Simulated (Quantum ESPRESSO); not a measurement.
The system is Co.

```
Co
1.0
     2.47200    0.00000    0.00000
    -1.23600    2.14081    0.00000
     0.00000    0.00000    4.02114
Co
2
Cartesian
  1.2360 0.7136 3.0159
  0.0000 1.4272 1.0053
```

- Program: Quantum ESPRESSO 7.5
- Task: single point
- Functional: PBE
- Potentials or basis: SSSP 1.3 efficiency PBE
- Cutoff: 748 eV
- Density cutoff: 5987 eV
- k mesh: 12 × 12 × 7
- Occupations: fermi-dirac, width 0.05 eV
- Spin: collinear spin, ferromagnetic start
- Starting moments: [2.0, 2.0] μB

On this cell: pressure 4.9 GPa; largest force under 0.003 eV/Å; net moment 3.29 μB per cell; site moments Co +1.73 μB; band gap on the k mesh none (metal or under the smearing width).

The same run follows on a disturbed copy (atoms moved at random, drawn with an rms of 0.05 Å):

```xyz
2
Lattice="2.4720 0.0000 0.0000 -1.2360 2.1408 0.0000 0.0000 0.0000 4.0211" Properties=species:S:1:pos:R:3 pbc="T T T"
Co    1.2570    0.6694    2.9866
Co    0.0418    1.3977    0.9655
```

Task: What does the disturbed cell give?

Result: The energy (extrapolated to zero smearing) moves by +0.6 meV/atom; pressure 5.0 GPa; largest force 0.092 eV/Å; net moment 3.29 μB per cell; site moments Co +1.73 μB; band gap on the k mesh none (metal or under the smearing width).

Forces in eV/Å, atoms in the order of the input:
```
Co   0.050  0.036 -0.069
Co  -0.050 -0.036  0.069
```

Stress tensor (GPa, compression positive):
```
 5.59 -0.44 -0.03
-0.44  6.21 -0.02
-0.03 -0.02  3.22
```
